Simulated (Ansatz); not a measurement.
**ZnS: ideal shear of a crystal plane**

The calculation used DFT PBE, scalar-relativistic, plane waves, PAW (Ansatz 0.2.0). Cutoff 420 eV, Γ-centred 8×8×2 k-points, Gaussian smearing of 0.05 eV. No spin polarisation. Energies are free energies at this smearing, counted from the undisturbed cell; pressure is positive in compression.

The starting cell (relaxed at this level):

```yaml
crystal:
  lattice:
    - [-3.84672, 0.00000, 0.00000]
    - [-1.92336, -3.33136, 0.00000]
    - [0.00000, 0.00000, 12.59023]
  atoms:
    - { symbol: Zn, position: [0.00000, 0.00000, 0.65625] }
    - { symbol: Zn, position: [0.00000, 0.00000, 0.15625] }
    - { symbol: Zn, position: [0.33333, 0.33333, 0.90622] }
    - { symbol: Zn, position: [0.66667, 0.66667, 0.40622] }
    - { symbol: S, position: [0.00000, 0.00000, 0.84349] }
    - { symbol: S, position: [0.00000, 0.00000, 0.34349] }
    - { symbol: S, position: [0.33333, 0.33333, 0.09384] }
    - { symbol: S, position: [0.66667, 0.66667, 0.59384] }
```

The cut lies on the cell's a–b face, a (0 0 1) plane (indices in the standard cell, whose axes needn't be the Cartesian ones shown) of area 12.81 Å², between layers 2.36 Å apart. Vector c is tilted by f times 1·a + 0·b (length 3.847 Å) with the atoms' Cartesian places fixed: one unrelaxed fault a cell. The traction is dγ/du, the slope of γ against the slip u in Å. Some rows repeat others by symmetry and weren't run.

| f | γ (mJ/m²) | traction (GPa) |
| --- | --- | --- |
| 0.0000 | 0 | 0.0 |
| 0.1000 | 58 | 3.1 |
| 0.2000 | 238 | 6.2 |
| 0.3000 | 518 | 7.9 |
| 0.4000 | 799 | 5.9 |
| 0.5000 | 922 | 0.0 |
| 0.6000 | 799 | -5.9 |
| 0.7000 | 518 | -7.9 |
| 0.8000 | 238 | -6.2 |
| 0.9000 | 58 | -3.1 |

Read off the first barrier and the stress needed to climb it, and compare with Frenkel's sinusoid.

The first sampled maximum lies at f = 0.500, a slip of 1.92 Å, with γ ≈ 922 mJ/m², which stands in for the unstable fault energy γ_us, and the steepest sampled slope before it is 7.9 GPa. A sinusoid γ = γ_us sin²(πu/λ) with its maximum there has λ = 3.85 Å and a largest slope πγ_us/λ = 7.5 GPa (1 mJ/m² per Å = 0.01 GPa). The stand-in is too high: the stress and forces give a traction of 2.7 GPa across the line at this point, so it is no saddle, and slip that bends off the line crosses lower.

Is there a metastable fault on this line?

Apart from points where γ returns to about zero, no local minimum shows among the samples, so at this sampling the line offers no fault for a dislocation to split on; a fault can still lie off the line.

The cut is rigid; relaxing the faces lowers these energies and usually the stresses.